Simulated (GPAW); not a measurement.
# Sc (P6_3/mmc) in GPAW: convergence with smearing function

Aim: find how far smearing function must go before the results for Sc settle, at r2SCAN. This setting moves, with any that are tied to it; all else stays.

Everything below comes from runs of GPAW 26.7.0. Logs are shortened: lines on timing, memory, paths and dates and some standing lists are left out, and cuts for length are marked. The log counts tension as positive stress, the text compression.

## (1) The crystal as given

It takes space group P6_3/mmc (No. 194, hexagonal). The conventional cell has a = 3.309 Å, b = 3.309 Å, c = 5.273 Å, α = 90.00°, β = 90.00°, γ = 120.00°. Sc (site symmetry -6m2) is surrounded by 12 Sc at 3.26 to 3.31 Å.

## (2) With smearing function fermi-dirac

run.py

```python
from ase.dft.bandgap import bandgap
from ase.io import read, write
from ase.units import GPa
from gpaw import GPAW, PW

atoms = read('Sc.xyz')

calc = GPAW(mode=PW(600),
            xc='MGGA_X_R2SCAN+MGGA_C_R2SCAN',
            kpts={'size': (7, 7, 4), 'gamma': True},
            occupations={'name': 'fermi-dirac', 'width': 0.1},
            nbands=23,
            convergence={'density': 1e-05, 'energy': 1e-05},
            maxiter=100,
            txt='gpaw.txt')
atoms.calc = calc
energy = atoms.get_potential_energy()
forces = atoms.get_forces()
stress = atoms.get_stress()
calc.write('gs.gpw')
write('result.traj', atoms)
print(f'Energy: {energy:.6f} eV')
print('Forces (eV/A):')
print(forces.round(4))
print('Stress (GPa):', (stress / GPa).round(3))
print('Fermi level:', round(calc.get_fermi_level(), 4), 'eV')
print(f'Gap: {bandgap(calc)[0]:.4f} eV, direct: {bandgap(calc, direct=True)[0]:.4f} eV')
```

Sc.xyz

```xyz
2
Lattice="3.3090000000 0.0000000000 0.0000000000 -1.6545000000 2.8656780611 0.0000000000 0.0000000000 0.0000000000 5.2733000000" Properties=species:S:1:pos:R:3 pbc="T T T"
Sc     1.6545000002      0.9552260203      3.9549750000
Sc    -0.0000000002      1.9104520408      1.3183250000
```

Potentials or basis: GPAW PAW data sets (gpaw-data 1.2.1), pw.

Launch:

```bash
$ OMP_NUM_THREADS=1 python run.py
```

Run time: 42 s. Hardware: 1 thread of Arm Neoverse V2, shared host; peak memory 0.23 GiB.

Results (log left out):

```
Free energy            : -18.9183 eV
Pressure               : 0.1 GPa
Band gap on the k mesh : none (metal or under the smearing width)
```

## (3) With smearing function gaussian

run.py: that of step 2 with these lines changed.

```diff
@@ -10,3 +10,3 @@
             kpts={'size': (7, 7, 4), 'gamma': True},
-            occupations={'name': 'fermi-dirac', 'width': 0.1},
+            occupations={'name': 'methfessel-paxton', 'order': 0, 'width': 0.1},
             nbands=23,
```

Sc.xyz is that of step 2.

Potentials or basis: GPAW PAW data sets (gpaw-data 1.2.1), pw.

Launch:

```bash
$ OMP_NUM_THREADS=1 python run.py
```

Wall time 41 s (1 thread of Arm Neoverse V2, shared host); peak memory 0.23 GiB.

It converged, with:

```
Free energy            : -18.8656 eV
Pressure               : -0.1 GPa
Band gap on the k mesh : none (metal or under the smearing width)
```

## (4) With smearing function marzari-vanderbilt

run.py: that of step 3 with these lines changed.

```diff
@@ -10,3 +10,3 @@
             kpts={'size': (7, 7, 4), 'gamma': True},
-            occupations={'name': 'methfessel-paxton', 'order': 0, 'width': 0.1},
+            occupations={'name': 'marzari-vanderbilt', 'width': 0.1},
             nbands=23,
```

Sc.xyz is that of step 3.

Launch:

```bash
$ OMP_NUM_THREADS=1 python run.py
```

Run time: 41 s. Hardware: 1 thread of Arm Neoverse V2, shared host; peak memory 0.24 GiB.

It converged, with:

| Item | Value |
| --- | --- |
| Free energy | -18.8563 eV |
| Pressure | -0.3 GPa |
| Band gap on the k mesh | none (metal or under the smearing width) |

## (5) With smearing function methfessel-paxton

run.py: that of step 4 with these lines changed.

```diff
@@ -10,3 +10,3 @@
             kpts={'size': (7, 7, 4), 'gamma': True},
-            occupations={'name': 'marzari-vanderbilt', 'width': 0.1},
+            occupations={'name': 'methfessel-paxton', 'width': 0.1, 'order': 1},
             nbands=23,
```

Sc.xyz is that of step 4.

Launch:

```bash
$ OMP_NUM_THREADS=1 python run.py
```

Wall time 41 s (1 thread of Arm Neoverse V2, shared host); peak memory 0.24 GiB.

It converged, with:

```yaml
Free_energy: -18.8563 eV
Pressure: -0.2 GPa
Band_gap_on_the_k_mesh: none (metal or under the smearing width)
```

## (6) With smearing function tetrahedron-method

run.py: that of step 5 with these lines changed.

```diff
@@ -10,3 +10,3 @@
             kpts={'size': (7, 7, 4), 'gamma': True},
-            occupations={'name': 'methfessel-paxton', 'width': 0.1, 'order': 1},
+            occupations={'name': 'tetrahedron-method'},
             nbands=23,
```

Sc.xyz is that of step 5.

Potentials or basis: GPAW PAW data sets (gpaw-data 1.2.1), pw.

Launch:

```bash
$ OMP_NUM_THREADS=1 python run.py
```

Run time: 4.8 min. Hardware: 1 thread of Arm Neoverse V2, shared host; peak memory 0.23 GiB.

Results (log left out):

```yaml
Free_energy: -18.7876 eV
Pressure: 0.2 GPa
Largest_force: 0.056 eV/Å
Band_gap_on_the_k_mesh: none (metal or under the smearing width)
```

## (7) With smearing function improved-tetrahedron-method

run.py: that of step 6 with these lines changed.

```diff
@@ -10,3 +10,3 @@
             kpts={'size': (7, 7, 4), 'gamma': True},
-            occupations={'name': 'tetrahedron-method'},
+            occupations={'name': 'improved-tetrahedron-method'},
             nbands=23,
```

Sc.xyz is that of step 6.

Potentials or basis: GPAW PAW data sets (gpaw-data 1.2.1), pw.

Launch:

```bash
$ OMP_NUM_THREADS=1 python run.py
```

gpaw.txt:

```text
__  _  _
 | _ |_)|_||  |
 |__||  | ||/\| - 26.7.0

Input parameters:
  mode=PW(ecut=600.0),
  convergence={'density': 1e-05, 'energy': 1e-05},
  kpts=MonkhorstPack(size=(7, 7, 4), gamma=True),
  maxiter=100,
  nbands=23,
  occupations=Occupations(name='improved-tetrahedron-method'),
  xc=XC(name='MGGA_X_R2SCAN+MGGA_C_R2SCAN')

Diagonalizing LCAO Hamiltonian
Converting LCAO to pw mode

           Sc

        Sc

Atoms  # Å, Bohr magnetons
|   | symbol |         x |        y |        z |    initial magnetic moments |
|---|--------|-----------|----------|----------|-----------------------------|
| 0 |     Sc |  1.654500 | 0.955226 | 3.954975 | ( 0.0000,  0.0000,  0.0000) |
| 1 |     Sc | -0.000000 | 1.910452 | 1.318325 | ( 0.0000,  0.0000,  0.0000) |

Unit cell  # Å
| periodic |         x |        y |        z |  lengths |     angles |
|----------|-----------|----------|----------|----------|------------|
|      yes |  3.309000 | 0.000000 | 0.000000 | 3.309000 |  90.000000 |
|      yes | -1.654500 | 2.865678 | 0.000000 | 3.309000 |  90.000000 |
|      yes |  0.000000 | 0.000000 | 5.273300 | 5.273300 | 120.000000 |

Number of symmetries: 12
Symmetry operations  # r_c * U_cc + t_c -> r_c
|    | kind |            matrix            |
|----|------|------------------------------|
|  0 |  σ   |  1, 1, 0,  0,-1, 0,  0, 0, 1 |
|  1 |  S6  |  1, 1, 0, -1, 0, 0,  0, 0,-1 |
|  2 |  E   |  1, 0, 0,  0, 1, 0,  0, 0, 1 |
|  3 |  C2  |  1, 0, 0, -1,-1, 0,  0, 0,-1 |
|  4 |  C2  |  0, 1, 0,  1, 0, 0,  0, 0,-1 |
|  5 |  C3  |  0, 1, 0, -1,-1, 0,  0, 0, 1 |
|  6 |  S6  |  0,-1, 0,  1, 1, 0,  0, 0,-1 |
|  7 |  σ   |  0,-1, 0, -1, 0, 0,  0, 0, 1 |
|  8 |  σ   | -1, 0, 0,  1, 1, 0,  0, 0, 1 |
|  9 |  i   | -1, 0, 0,  0,-1, 0,  0, 0,-1 |
| 10 |  C3  | -1,-1, 0,  1, 0, 0,  0, 0, 1 |
| 11 |  C2  | -1,-1, 0,  0, 1, 0,  0, 0,-1 |

BZ-sampling:
  Number of BZ points: 196
  Number of IBZ points: 28

  Monkhorst-Pack size: [7, 7, 4]
  Monkhorst-Pack shift: [0.0, 0.0, 0.125]

K-points  # in reciprocal-cell coordinates
|     |                                coordinates |     weight |
|-----|--------------------------------------------|------------|
|   0 | (  0.00000000,   0.00000000,   0.00000000) | 0.00510204 |
|   1 | (  0.00000000,   0.00000000,   0.25000000) | 0.01020408 |
|   2 | (  0.00000000,   0.00000000,   0.50000000) | 0.00510204 |
|   3 | (  0.14285714,   0.00000000,  -0.25000000) | 0.03061224 |
|   4 | (  0.14285714,   0.00000000,   0.00000000) | 0.03061224 |
|   5 | (  0.14285714,   0.00000000,   0.25000000) | 0.03061224 |
|   6 | (  0.14285714,   0.00000000,   0.50000000) | 0.03061224 |
|   7 | (  0.28571429,  -0.14285714,   0.00000000) | 0.03061224 |
|   8 | (  0.28571429,  -0.14285714,   0.25000000) | 0.06122449 |
|   9 | (  0.28571429,  -0.14285714,   0.50000000) | 0.03061224 |
| ... |                                            |            |
|  27 | (  0.42857143,   0.42857143,   0.50000000) | 0.03061224 |

Plane wave coefficients: 1713
Cutoff: 600.0 eV

[... 52 lines left out ...]

density mixing:
  MSR1-Mixer
  Pratt-step length: 0.05
  Maximum mixing coefficient: 0.75
  Old densities: 10
  SVD Regularization: 0.005
  Good broyden scale: 1.0
  Trust region scale: 1.0
  Backstep threshold: 4.0
  History deletion threshold: 6.0
  Fourier metric: weight=20.0, sigma=0.015

occupation numbers:
  TetrahedronMethod(rcell=[[0.30220610456331215, 0.17447877582175902, 0.0], [0.0, 0.34895755164351805, 0.0], [0.0, 0.0, 0.1896345741755637]], size=[7, 7, 4], bz2ibzmap=[26, 25, 26, 27, 23, 22, 23, 24, 26, 25, 26, 27, 20, 19, 18, 21, 16, 15, 14, 17, 14, 15, 16, 17, 18, 19, 20, 21, 23, 22, 23, 24, 23, 22, 23, 24, 16, 15, 14, 17, 12, 11, 10, 13, 8, 7, 8, 9, 10, 11, 12, 13, 14, 15, 16, 17, 26, 25, 26, 27, 14, 15, 16, 17, 8, 7, 8, 9, 5, 4, 3, 6, 3, 4, 5, 6, 8, 7, 8, 9, 16, 15, 14, 17, 18, 19, 20, 21, 10, 11, 12, 13, 3, 4, 5, 6, 1, 0, 1, 2, 5, 4, 3, 6, 12, 11, 10, 13, 20, 19, 18, 21, 14, 15, 16, 17, 8, 7, 8, 9, 5, 4, 3, 6, 3, 4, 5, 6, 8, 7, 8, 9, 16, 15, 14, 17, 26, 25, 26, 27, 16, 15, 14, 17, 12, 11, 10, 13, 8, 7, 8, 9, 10, 11, 12, 13, 14, 15, 16, 17, 23, 22, 23, 24, 23, 22, 23, 24, 20, 19, 18, 21, 16, 15, 14, 17, 14, 15, 16, 17, 18, 19, 20, 21, 26, 25, 26, 27, 23, 22, 23, 24, 26, 25, 26, 27], parallel_layout=<1x1x1>)

poisson solver:
  ecut: 4800.0  # eV

xc functional:
  name: MGGA_X_R2SCAN+MGGA_C_R2SCAN with 2 nearest neighbor stencil

convergence criteria:
- Maximum integral of absolute [dens]ity change: 1e-05 electrons / valence electron
- Maximum [total energy] change in last 3 cyles: 1e-05 eV / valence electron
- Maximum integral of absolute [eigenst]ate change: 4e-08 eV^2 / valence electron
maximum number of iterations: 100

SCF iterations
|iter     | |      energy | eigst |  dens |
|---------|-|-------------|-------|-------|
|iter:   1| |  -24.187386 | +0.33 |       |
|iter:   2| |  -19.031614 | -0.73 | -1.34 |
|iter:   3| |  -18.859109 | -0.81 | -1.32 |
|iter:   4| |  -18.859067 | -2.05 | -2.01 |
|iter:   5| |  -18.858591 | -3.01 | -2.28 |
|iter:   6| |  -18.859248 | -3.42 | -2.47 |
|iter:   7| |  -18.859123 | -4.27 | -2.78 |
|iter:   8| |  -18.859192c| -4.74 | -3.03 |
|iter:   9| |  -18.859196c| -4.65 | -2.96 |
|iter:  10| |  -18.859168c| -4.99 | -3.00 |
|iter:  11| |  -18.859190c| -5.58 | -3.08 |
|iter:  12| |  -18.859161c| -5.01 | -3.01 |
|iter:  13| |  -18.859172c| -6.17 | -3.11 |
|iter:  14| |  -18.859173c| -5.08 | -3.08 |
|iter:  15| |  -18.859174c| -5.09 | -3.07 |
|iter:  16| |  -18.859170c| -5.07 | -3.07 |
|iter:  17| |  -18.859269c| -4.77 | -3.09 |
|iter:  18| |  -18.859197c| -4.52 | -2.89 |
[... 26 lines left out ...]
|iter:  45| |  -18.859178c| -6.06 | -3.11 |
|iter:  46| |  -18.859161c| -4.93 | -3.06 |
|iter:  47| |  -18.859164c| -5.64 | -3.85 |
|iter:  48| |  -18.859161c| -5.74 | -3.16 |
|iter:  49| |  -18.859163c| -6.16 | -3.74 |
|iter:  50| |  -18.859161c| -6.06 | -3.19 |
|iter:  51| |  -18.859162c| -5.83 | -3.94 |
|iter:  52| |  -18.859161c| -5.77 | -3.22 |
|iter:  53| |  -18.859162c| -6.10 | -4.31 |
|iter:  54| |  -18.859161c| -6.71 | -4.37 |
|iter:  55| |  -18.859161c| -7.31 | -4.14 |
|iter:  56| |  -18.859161c| -8.03c| -4.14 |
|iter:  57| |  -18.859161c| -8.14c| -4.21 |
|iter:  58| |  -18.859161c| -7.93c| -4.29 |
|iter:  59| |  -18.859161c| -7.69c| -4.40 |
|iter:  60| |  -18.859161c| -7.74c| -5.03c|

Converged in 60 steps
Energy contributions relative to reference atoms: (reference = -41577.766241)

Energy contributions:
  Kinetic:          -6.659610
  Coulomb:           5.998798
  Zero:              0.386918
  External:          0.000000
  Xc:              -18.585267
  Entropy:           0.000000
  Spinorbit:         0.000000
  ----------------------------
  Free energy:     -18.859161
  Extrapolated:    -18.859161

dipole moment: (0.000000, 0.000000, 0.000001)  # |e|*Ang

Fermi level: 5.573
Eigenvalues  # (at kpt = [0.000, 0.000, 0.000])
| band index |      eig [eV] | occ [0-2] |
|------------|---------------|-----------|
|          0 |       -46.020 |     2.000 |
|        ... |               |           |
|          2 |       -23.848 |     2.000 |
|          3 |       -23.507 |     2.000 |
|          4 |       -23.507 |     2.000 |
|          5 |       -23.450 |     2.000 |
|          6 |       -23.450 |     2.000 |
|          7 |       -23.437 |     2.000 |
[... 8 lines left out ...]
|         16 |         8.213 |     0.000 |
|         17 |         8.213 |     0.000 |
|        ... |               |           |
|         22 |        20.260 |     0.000 |

No gap
No difference between direct/indirect transitions

Forces  # eV/Ang
|        x |        y |        z |
|----------|----------|----------|
| -0.00000 |  0.00000 |  0.01304 |  # Sc   0
| -0.00000 | -0.00000 | -0.01304 |  # Sc   1

Stress tensor  # eV/Ang^3
|         x |         y |        z |
|-----------|-----------|----------|
| -0.003563 | -0.000000 | 0.000000 |
| -0.000000 | -0.003563 | 0.000000 |
|  0.000000 |  0.000000 | 0.007336 |

# Writing to gs.gpw (mode='')
```

stdout:

```text
Energy: -18.859161 eV
Forces (eV/A):
[[-0.     0.     0.013]
 [-0.    -0.    -0.013]]
Stress (GPa): [-0.571 -0.571  1.175  0.     0.    -0.   ]
Fermi level: 5.5732 eV
Gap: 0.0000 eV, direct: 0.0000 eV
```

Wall time 3.4 min (1 thread of Arm Neoverse V2, shared host); peak memory 0.23 GiB.

Results:

| Quantity | Value |
| --- | --- |
| Free energy | -18.8592 eV |
| Pressure | 0.0 GPa |
| Largest force | 0.013 eV/Å |
| Band gap on the k mesh | none (metal or under the smearing width) |

## (8) Result

| smearing function | energy less the tightest run, at zero smearing (meV/atom) | pressure (GPa) | largest force (eV/Å) | SCF cycles | CPU time (s) | peak memory (GiB) |
| --- | --- | --- | --- | --- | --- | --- |
| fermi-dirac | 0.47 | 0.14 | 0.000 | 11 | 42 | 0.23 |
| gaussian | 1.41 | -0.14 | 0.000 | 11 | 41 | 0.23 |
| marzari-vanderbilt | 1.41 | -0.25 | 0.000 | 11 | 41 | 0.24 |
| methfessel-paxton | 1.17 | -0.24 | 0.000 | 11 | 41 | 0.24 |
| tetrahedron-method | 35.78 | 0.20 | 0.056 | 86 | 290 | 0.23 |
| improved-tetrahedron-method | 0.00 | -0.01 | 0.013 | 60 | 200 | 0.23 |

Not settled before the last step: the energy (to 1 meV/atom), the pressure (to 0.1 GPa), the largest force (to 0.005 eV/Å). Narrower smearing needs a denser k mesh, so at a fixed mesh the narrowest width isn't the most accurate. The tightest run that finished is the yardstick and may itself not be fully converged.

Caveats: the PAW data sets were made with another functional, which shifts forces and pressure a little.
